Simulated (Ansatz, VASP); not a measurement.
**Two plane-wave programs on MgO**

```
Mg O
1.0
     3.53414    0.00000    0.00000
    -1.76707    3.06066    0.00000
     0.00000    0.00000    4.06587
Mg O
2 2
Direct
  0.66667 0.33333 0.75000
  0.33333 0.66667 0.25000
  0.66667 0.33333 0.25000
  0.33333 0.66667 0.75000
```

Alike in both runs: task single point; functional PBEsol; k mesh 9 × 9 × 6; occupations gaussian, width 0.05 eV; no spin polarisation.

|  | VASP | Ansatz |
| --- | --- | --- |
| version | VASP 6.6.1 | Ansatz 0.2.0 |
| potentials or method | VASP PAW PBE potentials, release 64 (Mg, O) | scalar-relativistic, plane waves, PAW |
| plane-wave cutoff (eV) | 520 | 420 |
| valence electrons in the cell | 16 | 32 |

|  | VASP | Ansatz | Ansatz less VASP |
| --- | --- | --- | --- |
| gap on the k mesh at the Fermi level (eV) | 3.36 | 3.37 | +0.004 |
| least direct gap on the mesh (eV) | 3.36 | 3.37 | +0.004 |
| pressure (GPa) | 1.5 | 1.9 | +0.33 |
| largest component of the traceless stress (GPa) | 5.68 | 5.69 | +0.011 |

The functional is the same, so the differences come from potentials, cutoffs and numerics. The two sets of potentials don't hold the same shells in valence.

Caveats: the PAW data sets were made with another functional, which shifts forces and pressure a little (VASP). As with any semilocal functional, this PBEsol gap is likely too small.
